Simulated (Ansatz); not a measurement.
TiAl: vibrational free energy, entropy and heat capacity

The calculation used Ansatz 0.2.0, DFT PBE, scalar-relativistic, plane waves, PAW. Cutoff 420 eV, 20×20×14 k-points (Γ-centred), Fermi-Dirac smearing of 0.15 eV. No spin polarisation. Phonons by linear response, acoustic sum rule imposed.

The cell, relaxed at this level:
```cif
data_structure
_symmetry_space_group_name_H-M 'P4/mmm'
_symmetry_Int_Tables_number 123
_cell_length_a 2.8254
_cell_length_b 2.8254
_cell_length_c 4.0763
_cell_angle_alpha 90.000
_cell_angle_beta 90.000
_cell_angle_gamma 90.000
_cell_volume 32.54
loop_
_atom_site_label
_atom_site_type_symbol
_atom_site_symmetry_multiplicity
_atom_site_Wyckoff_symbol
_atom_site_fract_x
_atom_site_fract_y
_atom_site_fract_z
_atom_site_occupancy
Ti1 Ti 1 a 0.00000 0.00000 0.00000 1
Al1 Al 1 d 0.50000 0.50000 0.50000 1
```

It was relaxed at this level from a cell as deposited in COD. In a metal, frequencies and elastic constants depend on the k mesh and the smearing, soft modes and shear constants most. The q mesh is coarse, so values between its points are rough.

Force constants from linear response on a 4×4×2 q mesh, interpolated to a fine mesh.

(1) How much zero-point energy does an atom carry?

(2) How large are the vibrational entropy and heat capacity at 300 K?

(3) Tabulate them against temperature.

## Answers

(1) 43.4 meV.

(2) S = 2.97 k_B and C_V = 2.69 k_B per atom, 90 % of the Dulong–Petit value.

(3)
```csv
T (K),F_vib (meV/atom),S (k_B/atom),C_V (k_B/atom)
100,41.8,0.63,1.32
200,30.6,1.94,2.36
300,9.3,2.97,2.69
400,-19.8,3.76,2.82
500,-55.1,4.40,2.88
600,-95.3,4.93,2.92
700,-139.8,5.38,2.94
800,-187.9,5.77,2.95
900,-239.2,6.12,2.96
1000,-293.3,6.43,2.97
```
